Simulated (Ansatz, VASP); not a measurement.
This is a calculation of SrCl2 for Ansatz 0.2.0.

Contents of input.yaml:

```yaml
crystal:
  lattice:
    - [0.0, 3.4412043558, 3.4412043558]
    - [3.4412043558, 0.0, 3.4412043558]
    - [3.4412043558, 3.4412043558, 0.0]
  atoms:
    - { symbol: Sr, position: [0.0, 0.0, 0.0] }
    - { symbol: Cl, position: [0.75, 0.75, 0.75] }
    - { symbol: Cl, position: [0.25, 0.25, 0.25] }
hamiltonian:
  xc: pbe
  pseudopotentials: { kind: paw }
kpoints:
  mp_grid: { grid: [7, 7, 7] }
scf:
  occupations: { method: fermi_dirac, width: 0.05 }
output:
  forces: true
  stress: true
  eigenvalues: true
```

Potentials or basis: Ansatz PAW.

Run with:

```sh
$ ansatz run input.yaml --threads 2 --pin off --max-ram 5120MiB --backend cpu --events-out ev --progress --plain --runs-dir out
```

Problem. Set up the same calculation for VASP 6.6.1. Potentials there: VASP PAW PBE potentials, release 64 (Sr_sv, Cl).

Solution. As run (the cutoff follows the program's own potentials):

The input INCAR:

```
PREC     = Accurate       # precision mode
ENCUT    = 520            # plane-wave cutoff, eV
EDIFF    = 1E-7           # SCF threshold, eV
ISMEAR   = -1             # smearing method
SIGMA    = 0.05           # smearing width, eV
LREAL    = False          # projectors in reciprocal space
LASPH    = True           # aspherical terms in the spheres
NELM     = 60             # most SCF steps
ALGO     = Normal         # electronic algorithm
ISIF     = 2              # what is computed and relaxed
LWAVE    = False          # write WAVECAR
LCHARG   = False          # write CHGCAR
GGA      = PE             # functional
NBANDS   = 19             # bands
```

The input KPOINTS:

```
regular mesh
0
Gamma
  7 7 7
```

Contents of POSCAR:

```
SrCl2
1.0
    0.0000000000      3.4412043558      3.4412043558
    3.4412043558      0.0000000000      3.4412043558
    3.4412043558      3.4412043558      0.0000000000
Sr Cl
1 2
Direct
    0.0000000000      0.0000000000      0.0000000000
    0.7500000000      0.7500000000      0.7500000000
    0.2500000000      0.2500000000      0.2500000000
```

Potentials or basis: VASP PAW PBE potentials, release 64 (Sr_sv, Cl).

Run with:

```bash
$ cat potpaw_PBE.64/Sr_sv/POTCAR potpaw_PBE.64/Cl/POTCAR > POTCAR
$ mpirun -np 1 vasp_std > vasp.out
```

Both were run:

|  | VASP | Ansatz | Ansatz less VASP |
| --- | --- | --- | --- |
| gap on the k mesh at the Fermi level (eV) | 5.54 | 5.54 | +0.006 |
| least direct gap on the mesh (eV) | 5.70 | 5.70 | +0.002 |
| pressure (GPa) | 2.8 | 2.7 | -0.11 |

With one functional, cell and mesh, what is left measures potentials, basis and numerics.

Caveats: an odd mesh through Γ misses points on the zone boundary, where band edges often lie (VASP); odd divisions of the mesh miss points on the zone boundary, where band edges often lie, so the gap on the mesh can be too wide (Ansatz).
